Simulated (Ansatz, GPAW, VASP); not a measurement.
**Na: 3 runs at one level of theory**

```xyz
1
Lattice="-2.1410 2.1410 2.1410 2.1410 -2.1410 2.1410 2.1410 2.1410 -2.1410" Properties=species:S:1:pos:R:3 pbc="T T T"
Na    0.0000    0.0000    0.0000
```

Alike in all runs: task single point; functional PBEsol; k mesh 9 × 9 × 9; occupations gaussian, width 0.05 eV; no spin polarisation; no spin-orbit coupling. Pressure is positive in compression and, in plane waves, holds the error of the finite cutoff.

```csv
program and potentials,plane-wave cutoff (eV),notes,pressure (GPa)
"Ansatz, all-electron LAPW, scalar-relativistic",-,-,-0.55
"VASP, PBE PAW files Na_pv, release 54, 520 eV",520,potentials made for PBE,-0.57
"GPAW, PAW data sets generated for this functional",800,-,-0.55
```

The pressure spans -0.57 (VASP, PBE PAW files Na_pv, release 54, 520 eV) to -0.55 GPa (GPAW, PAW data sets generated for this functional), with all-electron results at -0.55.

The functional is the same throughout but for its coding, so the spread measures potentials, basis and numerics; runs on potential files found faulty are left out.
